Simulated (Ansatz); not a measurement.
# A series in volume per atom on Nb

All results are calculated (Ansatz 0.2.0). Periodic Kohn-Sham DFT of a crystal at fixed atoms; pressure and stress are positive in compression; the energy is the free energy less that of spherical unpolarised free atoms; site moments are those in the method's own spheres, positive along +z.

Cell of the first row (space group Fm-3m, No. 225):
```
cell vectors (Å)
   0.0000     2.0718     2.0718
   2.0718     0.0000     2.0718
   2.0718     2.0718     0.0000
atoms (fractions of the cell vectors)
Nb  0.00000  0.00000  0.00000
```

Settings of every row: method frozen-core PAW; functional PBEsol; relativity scalar; k mesh 13x13x13; filling fermi-dirac; smearing width 0.08 eV; wave cutoff 420 eV; paw set soft_2.

Atom start moment: 0 on all atoms.

Limits: PAW files made with PBE.

```csv
row,volume per atom (Å³),pressure (GPa)
1,17.786,3.864
2,17.976,1.901
3,18.165,0.028
4,18.543,-3.461
5,18.733,?
6,18.922,-6.632
7,19.111,-8.106
8,19.3,-9.51
9,19.679,-12.119
10,19.868,-13.329
11,20.057,-14.482
```

Question: what pressure should row 5 give?

Worked fit of pressure. Take u = (V_r/V)^(2/3) − 1 with V_r = 19.017 Å³ an atom, which is twice the finite (Eulerian) strain; such expansions in the strain, on which the Birch-Murnaghan equation of state is built, carry the rest volume and the bulk modulus. The shown rows have u = 0.04562, 0.03824, 0.03103, 0.01697, 0.00334, -0.00328, -0.0098, -0.02255, -0.02876, -0.03487. Least squares give pressure = −7.3822 + 222.199 × u + 534.54 × u² GPa; a straight line predicts inner rows, each left out in turn, worse (root mean square 0.3 against 0.0033 GPa). The rows lie off it by -0.003, 0.005, 0.001, -0.003, 0.002, -0.001, -0.002, 0.002, 0.002, -0.002 (root mean square 0.0025 GPa). The pressure vanishes at u = 0.0309, or V = 18.17 Å³ an atom, and there the bulk modulus at fixed shape and fractions is B = −V dP/dV = (2/3)(1 + u) dP/du = 175 GPa. The withheld row has u = 0.01008, so the fit gives −7.3822 + 222.199 × (0.01008) + 534.54 × (0.01008)² = -5.088 GPa.

The calculation gave -5.085 GPa. The fit lies 0.003 GPa (0.016 % of the column's range) below it; its largest miss of a shown row is 0.005 GPa.
